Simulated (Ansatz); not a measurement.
NbAs: single point with B3LYP

NbAs:

```
Nb As
1.0
    -1.72585    1.72585    5.84000
     1.72585   -1.72585    5.84000
     1.72585    1.72585   -5.84000
Nb As
2 2
Direct
  0.50000 0.00000 0.50000
  0.75000 0.75000 0.00000
  0.91600 0.41600 0.50000
  0.16600 0.16600 0.00000
```

| Property | Result |
| --- | --- |
| Program | Ansatz 0.2.0 |
| Task | single point |
| Functional | B3LYP |
| Potentials or basis | Ansatz PAW |
| Cutoff | 420 eV (not typed: the program's choice for these potentials) |
| k mesh | 6 × 6 × 6 |
| Occupations | fermi-dirac, width 0.05 eV |
| Spin | no spin polarisation |

```json
{"Pressure": "6.2 GPa", "Largest force": "0.310 eV/Å", "Band gap on the k mesh": "0.35 eV, indirect (least direct gap 0.47 eV)"}
```

Forces on the atoms (eV/Å):
```
Nb   0.000  0.000 -0.310
Nb   0.000  0.000 -0.310
As   0.000  0.000  0.310
As   0.000  0.000  0.310
```

Stress tensor (GPa, compression positive):
```
5.31 0.00 0.00
0.00 5.31 0.00
0.00 0.00 8.13
```

Levels at points of the mesh, in eV from the valence-band top:
| k point | band 26 | band 27 | band 28 | band 29 | band 30 | band 31 |
| --- | --- | --- | --- | --- | --- | --- |
| (0.00, 0.00, 0.00) | -2.11 | -1.79 | -1.79 | 1.30 | 1.94 | 3.12 |
| (0.00, 0.00, -0.50) | -3.39 | -0.95 | -0.95 | 3.23 | 3.23 | 3.46 |
| (0.00, -0.50, 0.00) | -2.31 | -1.78 | -0.19 | 0.46 | 1.78 | 2.90 |
| (-0.50, -0.50, -0.50) | -2.96 | -0.83 | -0.83 | 1.60 | 1.60 | 2.64 |

Run time: 2.6 min on 2 threads of Intel(R) Xeon(R) Processor @ 2.70GHz, on a shared host, peak memory 3.1 GiB.

Caveat: the k mesh is coarse (spacing up to 0.43 Å⁻¹), so the values aren't converged, least of all with exact exchange; the PAW data sets come from PBE, with cores solved anew for the run's functional, which leaves a small shift of forces and pressure; the thresholds are loose for stress. A k mesh can miss the band edges.
